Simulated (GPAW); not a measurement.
# Au (Fm-3m) in GPAW: settings compared

One crystal, Au, is run at these levels: OLYP+D3(BJ), vdW-DF2; tasks: equation of state.

Program: GPAW 26.7.0. These are calculated values, not measurements. Logs are shortened: lines on timing, memory, paths and dates and some standing lists are left out, and cuts for length are marked. The log counts tension as positive stress, the text compression.

**What was measured.**

From “Exploring toroidal anvil profiles for larger sample volumes above 4 Mbar”, 2024, pmc:11102561, for a bulk crystal of Au: bulk modulus 167 GPa.

How close the calculation comes is told below.

## Step 1: The structure

Symmetry: Fm-3m, No. 225, cubic system. Conventional cell: a = 4.070 Å, b = 4.070 Å, c = 4.070 Å, α = 90.00°, β = 90.00°, γ = 90.00°. Au (site symmetry m-3m) is surrounded by 12 Au at 2.88 Å.

## Step 2: Equation of state, OLYP+D3(BJ)

run.py reads:

```python
from ase.calculators.mixing import SumCalculator
from ase.eos import EquationOfState
from ase.io import Trajectory, read
from ase.units import GPa
from dftd3.ase import DFTD3
from gpaw import GPAW, PW, setup_paths

setup_paths.insert(0, '.')

atoms = read('POSCAR')

traj = Trajectory('eos.traj', 'w')
volumes, energies = [], []
for x in [0.94, 0.96, 0.98, 1.0, 1.02, 1.04, 1.06]:
    a = atoms.copy()
    a.set_cell(atoms.cell * x**(1 / 3), scale_atoms=True)
    calc = GPAW(mode=PW(600),
                xc='GGA_X_OPTX+GGA_C_LYP',
                kpts={'size': (11, 11, 11), 'gamma': True},
                occupations={'name': 'fermi-dirac', 'width': 0.05},
                nbands=14,
                convergence={'density': 1e-05, 'energy': 1e-05},
                eigensolver='davidson',
                maxiter=150,
                txt=f'eos-{x:.2f}.txt')
    a.calc = SumCalculator([calc, DFTD3(method='olyp', damping='d3bj')])
    energies.append(a.get_potential_energy())
    volumes.append(a.get_volume())
    p = -a.get_stress()[:3].mean() / GPa
    calc.write(f'eos-{x:.2f}.gpw')
    traj.write(a)
    print(f'{x:.2f} {volumes[-1]:10.4f} A^3 {energies[-1]:14.6f} eV {p:9.3f} GPa', flush=True)

v0, e0, B = EquationOfState(volumes, energies, eos='birchmurnaghan').fit()
print(f'V0 = {v0:.4f} A^3, E0 = {e0:.6f} eV, B0 = {B / GPa:.2f} GPa')
```

POSCAR reads:

```
Au
1.0
    0.0000000000      2.0350000000      2.0350000000
    2.0350000000      0.0000000000      2.0350000000
    2.0350000000      2.0350000000      0.0000000000
Au
1
Direct
    0.0000000000      0.0000000000      0.0000000000
```

Potentials or basis: PAW data sets generated in the run's folder for this functional, pw.

Run with:

```console
$ gpaw-setup -f GGA_X_OPTX+GGA_C_LYP Au
$ OMP_NUM_THREADS=1 python run.py
```

The program printed:

```text
__  _  _
 | _ |_)|_||  |
 |__||  | ||/\| - 26.7.0

Input parameters:
  mode=PW(ecut=600.0),
  convergence={'density': 1e-05, 'energy': 1e-05},
  eigensolver=Davidson(niter=2),
  kpts=MonkhorstPack(size=(11, 11, 11), gamma=True),
  maxiter=150,
  nbands=14,
  occupations=Occupations(name='fermi-dirac', width=0.05),
  xc=XC(name='GGA_X_OPTX+GGA_C_LYP')

Diagonalizing LCAO Hamiltonian
Converting LCAO to pw mode

       Au

Atoms  # Å, Bohr magnetons
|   | symbol |        x |        y |        z |    initial magnetic moments |
|---|--------|----------|----------|----------|-----------------------------|
| 0 |     Au | 0.000000 | 0.000000 | 0.000000 | ( 0.0000,  0.0000,  0.0000) |

Unit cell  # Å
| periodic |        x |        y |        z |  lengths |    angles |
|----------|----------|----------|----------|----------|-----------|
|      yes | 0.000000 | 1.993458 | 1.993458 | 2.819175 | 60.000000 |
|      yes | 1.993458 | 0.000000 | 1.993458 | 2.819175 | 60.000000 |
|      yes | 1.993458 | 1.993458 | 0.000000 | 2.819175 | 60.000000 |

Number of symmetries: 48
Symmetry operations  # r_c * U_cc + t_c -> r_c
|    | kind |            matrix            |
|----|------|------------------------------|
|  0 |  σ   |  1, 0, 0,  1, 0,-1,  1,-1, 0 |
|  1 |  C2  |  1, 0, 0,  1,-1, 0,  1, 0,-1 |
|  2 |  E   |  1, 0, 0,  0, 1, 0,  0, 0, 1 |
|  3 |  σ   |  1, 0, 0,  0, 0, 1,  0, 1, 0 |
|  4 |  C4  |  1, 0,-1,  1, 0, 0,  1,-1, 0 |
|  5 |  S6  |  1, 0,-1,  1,-1, 0,  1, 0, 0 |
|  6 |  σ   |  1, 0,-1,  0, 1,-1,  0, 0,-1 |
|  7 |  C3  |  1, 0,-1,  0, 0,-1,  0, 1,-1 |
|  8 |  S6  |  1,-1, 0,  1, 0, 0,  1, 0,-1 |
|  9 |  C4  |  1,-1, 0,  1, 0,-1,  1, 0, 0 |
| 10 |  C3  |  1,-1, 0,  0,-1, 1,  0,-1, 0 |
| 11 |  σ   |  1,-1, 0,  0,-1, 0,  0,-1, 1 |
| 12 |  σ   |  0, 1, 0,  1, 0, 0,  0, 0, 1 |
| 13 |  C4  |  0, 1, 0,  0, 1,-1, -1, 1, 0 |
| 14 |  C3  |  0, 1, 0,  0, 0, 1,  1, 0, 0 |
| 15 |  S6  |  0, 1, 0, -1, 1, 0,  0, 1,-1 |
| 16 |  C2  |  0, 1,-1,  1, 0,-1,  0, 0,-1 |
| 17 |  σ   |  0, 1,-1,  0, 1, 0, -1, 1, 0 |
| 18 |  S4  |  0, 1,-1,  0, 0,-1,  1, 0,-1 |
| 19 |  C4  |  0, 1,-1, -1, 1, 0,  0, 1, 0 |
| 20 |  C3  |  0, 0, 1,  1, 0, 0,  0, 1, 0 |
| 21 |  σ   |  0, 0, 1,  0, 1, 0,  1, 0, 0 |
| 22 |  S6  |  0, 0, 1,  0,-1, 1, -1, 0, 1 |
| 23 |  C4  |  0, 0, 1, -1, 0, 1,  0,-1, 1 |
| 24 |  S4  |  0, 0,-1,  1, 0,-1,  0, 1,-1 |
| 25 |  C3  |  0, 0,-1,  0, 1,-1,  1, 0,-1 |
| 26 |  C2  |  0, 0,-1,  0,-1, 0, -1, 0, 0 |
| 27 |  S6  |  0, 0,-1, -1, 0, 0,  0,-1, 0 |
| 28 |  S4  |  0,-1, 1,  1,-1, 0,  0,-1, 0 |
| 29 |  C4  |  0,-1, 1,  0, 0, 1, -1, 0, 1 |
| 30 |  C2  |  0,-1, 1,  0,-1, 0,  1,-1, 0 |
| 31 |  σ   |  0,-1, 1, -1, 0, 1,  0, 0, 1 |
| 32 |  C3  |  0,-1, 0,  1,-1, 0,  0,-1, 1 |
| 33 |  S6  |  0,-1, 0,  0, 0,-1, -1, 0, 0 |
| 34 |  S4  |  0,-1, 0,  0,-1, 1,  1,-1, 0 |
| 35 |  C2  |  0,-1, 0, -1, 0, 0,  0, 0,-1 |
| 36 |  C2  | -1, 1, 0,  0, 1, 0,  0, 1,-1 |
| 37 |  S6  | -1, 1, 0,  0, 1,-1,  0, 1, 0 |
| 38 |  S4  | -1, 1, 0, -1, 0, 1, -1, 0, 0 |
| 39 |  C3  | -1, 1, 0, -1, 0, 0, -1, 0, 1 |
| 40 |  S6  | -1, 0, 1,  0, 0, 1,  0,-1, 1 |
| 41 |  C2  | -1, 0, 1,  0,-1, 1,  0, 0, 1 |
| 42 |  C3  | -1, 0, 1, -1, 1, 0, -1, 0, 0 |
| 43 |  S4  | -1, 0, 1, -1, 0, 0, -1, 1, 0 |
| 44 |  C2  | -1, 0, 0,  0, 0,-1,  0,-1, 0 |
| 45 |  i   | -1, 0, 0,  0,-1, 0,  0, 0,-1 |
| 46 |  σ   | -1, 0, 0, -1, 1, 0, -1, 0, 1 |
| 47 |  C2  | -1, 0, 0, -1, 0, 1, -1, 1, 0 |

BZ-sampling:
  Number of BZ points: 1331
  Number of IBZ points: 56

  Monkhorst-Pack size: [11, 11, 11]
  Monkhorst-Pack shift: [0, 0, 0]

K-points  # in reciprocal-cell coordinates
|     |                                coordinates |     weight |
|-----|--------------------------------------------|------------|
|   0 | (  0.00000000,   0.00000000,   0.00000000) | 0.00075131 |
|   1 | (  0.09090909,   0.09090909,   0.00000000) | 0.00450789 |
|   2 | (  0.09090909,   0.09090909,   0.09090909) | 0.00601052 |
|   3 | (  0.18181818,   0.09090909,   0.09090909) | 0.00901578 |
|   4 | (  0.18181818,   0.18181818,   0.00000000) | 0.00450789 |
|   5 | (  0.18181818,   0.18181818,   0.09090909) | 0.01803156 |
|   6 | (  0.18181818,   0.18181818,   0.18181818) | 0.00601052 |
|   7 | (  0.27272727,   0.18181818,   0.09090909) | 0.01803156 |
|   8 | (  0.27272727,   0.18181818,   0.18181818) | 0.01803156 |
|   9 | (  0.27272727,   0.27272727,   0.00000000) | 0.00450789 |
| ... |                                            |            |
|  55 | (  0.45454545,   0.45454545,   0.45454545) | 0.00601052 |

Plane wave coefficients: 538
Cutoff: 600.0 eV

Spin-components: 1 (collinear spins)
Bands:           14
Projectors:      6
Spin-degeneracy: 2
Datatype:        complex128

Parallelization:
  kpt:    1
  domain: 1
  band:   1

Density:
  Valence electrons: 11.0
  Components: 1
  Grid points: [16 16 16]
  Charge: 0.0  # |e|

Potential:
  Grid points: [16 16 16]

species:
  Au:
    name:    Gold
    Z:       79.0
    valence: 11
    core:    68
    charge:  0.0  # [|e|]
    compensation charges:
      type: gauss
      rc: 0.42  # [Å]
      lmax: 2
    cutoffs:
      filter: 2.33  # [Å]
      core: 2.81  # [Å]
    projectors
    | kind |    occ | energy [eV] | rcut [Å] |
    |------|--------|-------------|----------|
    |   6s |  1.000 |      -5.383 |    1.323 |
    |   6p |  0.000 |      -0.800 |    1.323 |
    |   5d | 10.000 |      -6.800 |    1.323 |
    |    s |        |      21.828 |    1.323 |
    |    p |        |      26.411 |    1.323 |
    |    d |        |      20.412 |    1.323 |

    Using partial waves for Au as LCAO basis

Reference energy: -516780.562512  # eV

eigensolver:
  Davidson
  Converge bands: occupied
  niter=2

density mixing:
  MSR1-Mixer
  Pratt-step length: 0.05
  Maximum mixing coefficient: 0.75
  Old densities: 10
  SVD Regularization: 0.005
  Good broyden scale: 1.0
  Trust region scale: 1.0
  Backstep threshold: 4.0
  History deletion threshold: 6.0
  Fourier metric: weight=20.0, sigma=0.015

occupation numbers:
  Fermi-Dirac:
    width: 0.0500  # eV

poisson solver:
  ecut: 4800.0  # eV

xc functional:
  name: GGA_X_OPTX+GGA_C_LYP with 2 nearest neighbor stencil

convergence criteria:
- Maximum integral of absolute [dens]ity change: 1e-05 electrons / valence electron
- Maximum [total energy] change in last 3 cyles: 1e-05 eV / valence electron
- Maximum integral of absolute [eigenst]ate change: 4e-08 eV^2 / valence electron
maximum number of iterations: 150

SCF iterations
|iter     | |      energy | eigst |  dens |
|---------|-|-------------|-------|-------|
|iter:   1| |   -2.198815 | -0.26 |       |
|iter:   2| |   -2.153350 | -2.25 | -1.10 |
|iter:   3| |   -1.954599 | -2.30 | -1.14 |
|iter:   4| |   -1.951690 | -3.69 | -2.07 |
|iter:   5| |   -1.951237 | -3.56 | -2.29 |
|iter:   6| |   -1.951235 | -4.92 | -3.73 |
|iter:   7| |   -1.951234c| -5.99 | -3.99 |
|iter:   8| |   -1.951234c| -7.35 | -4.15 |
|iter:   9| |   -1.951234c| -8.55c| -5.32c|

Converged in 9 steps
Energy contributions relative to reference atoms: (reference = -516780.562512)

Energy contributions:
  Kinetic:          -1.108555
  Coulomb:           0.687016
  Zero:              0.160714
  External:          0.000000
  Xc:               -1.689345
  Entropy:          -0.002127
  Spinorbit:         0.000000
  ----------------------------
  Free energy:      -1.952297
  Extrapolated:     -1.951234

dipole moment: (-13.482729, -13.482729, -13.482729)  # |e|*Ang

Fermi level: 11.163
Eigenvalues  # (at kpt = [0.000, 0.000, 0.000])
| band index |      eig [eV] | occ [0-2] |
|------------|---------------|-----------|
|          0 |         0.675 |     2.000 |
|          1 |         5.995 |     2.000 |
|          2 |         5.995 |     2.000 |
|          3 |         5.995 |     2.000 |
|          4 |         7.670 |     2.000 |
|          5 |         7.670 |     2.000 |
|          6 |        26.761 |     0.000 |
|          7 |        31.118 |     0.000 |
|          8 |        31.118 |     0.000 |
|          9 |        31.118 |     0.000 |
|         10 |        35.280 |     0.000 |
|         11 |        40.419 |     0.000 |
|         12 |        40.419 |     0.000 |
|         13 |        40.419 |     0.000 |

No gap
No difference between direct/indirect transitions

Stress tensor  # eV/Ang^3
|         x |         y |         z |
|-----------|-----------|-----------|
| -0.158758 | -0.000000 |  0.000000 |
| -0.000000 | -0.158758 |  0.000000 |
|  0.000000 |  0.000000 | -0.158758 |

# Writing to eos-0.94.gpw (mode='')
```

Wall time 38 s (1 thread of Intel Xeon Platinum 8488C (Sapphire Rapids), shared host); peak memory 0.19 GiB.

Results:

```
Equilibrium volume                      : 16.17 Å³/atom
Bulk modulus                            : 195 GPa
Pressure derivative of the bulk modulus : 6.1
```

Energy against volume, from the lowest point:
```csv
volume (Å³/atom),energy (meV/atom)
15.843,4.28
16.181,0.00
16.518,4.27
16.855,15.89
17.192,33.82
17.529,57.17
17.866,85.15
```

Caveat: with this Au data set, volumes or pressures lay over 1.5 % or 2 GPa off other programs in two to four cells of ten. Spin-orbit coupling is left out, which matters for the levels of Au.

(Continued in part 2 of 2.)
